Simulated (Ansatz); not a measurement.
Input of an Ansatz 0.2.0 run:

The input input.yaml:

```yaml
crystal:
  lattice:
    - [3.7882997899, 0.0, 0.0]
    - [-1.8941498949, 3.2807638552, 0.0]
    - [0.0, 0.0, 5.82083711]
  atoms:
    - { symbol: Eu, position: [0.3333333333, 0.6666666667, 0.24244409], spin: 5.3, spin_axis: [2.502, 2.33, -4.05] }
    - { symbol: Eu, position: [0.6666666667, 0.3333333333, 0.75755591], spin: 0.77, spin_axis: [0.692, 0.286, -0.179] }
    - { symbol: O, position: [0.3333333333, 0.6666666667, 0.65110357] }
    - { symbol: O, position: [0.6666666667, 0.3333333333, 0.34889643] }
    - { symbol: O, position: [0.0, 0.0, 0.0] }
hamiltonian:
  xc: pbesol
  pseudopotentials: { kind: paw }
magnetization:
  noncollinear: true
  spin_orbit: false
kpoints:
  mp_grid: { grid: [6, 6, 4] }
scf:
  occupations: { method: fermi_dirac, width: 0.05 }
output:
  forces: true
  stress: true
  eigenvalues: true
```

Potentials or basis: Ansatz PAW.

Command:

```console
$ ansatz run input.yaml --threads 2 --pin off --max-ram 5632MiB --backend cpu --events-out ev --progress --plain --runs-dir out
```

Problem. What does it give for the largest force?

Solution. 0.267 eV/Å.

Problem. What does it give for the net moment?

Solution. 12.00 μB per cell.

Problem. What does it give for the band gap on the k mesh?

Solution. None (metal or under the smearing width).

Problem. Estimate the absolute moment.

Solution. 13.01 μB per cell.

Forces on the atoms (eV/Å):
```
Eu   0.000  0.000  0.267
Eu   0.000  0.000 -0.267
O    0.000  0.000 -0.025
O    0.000  0.000  0.025
O    0.000  0.000  0.000
```

Caveat: spin-orbit coupling is left out, which moves the levels of the heavy elements; without U or exact exchange the open f shell lies at the Fermi level, which spoils levels, moments and volumes; the PAW data sets come from PBE, with cores solved anew for the run's functional, which leaves a small shift of forces and pressure; the starting moments weren't kept. With open d or f shells a metallic result of PBEsol can be an artefact of self-interaction; +U or a hybrid may open a gap.
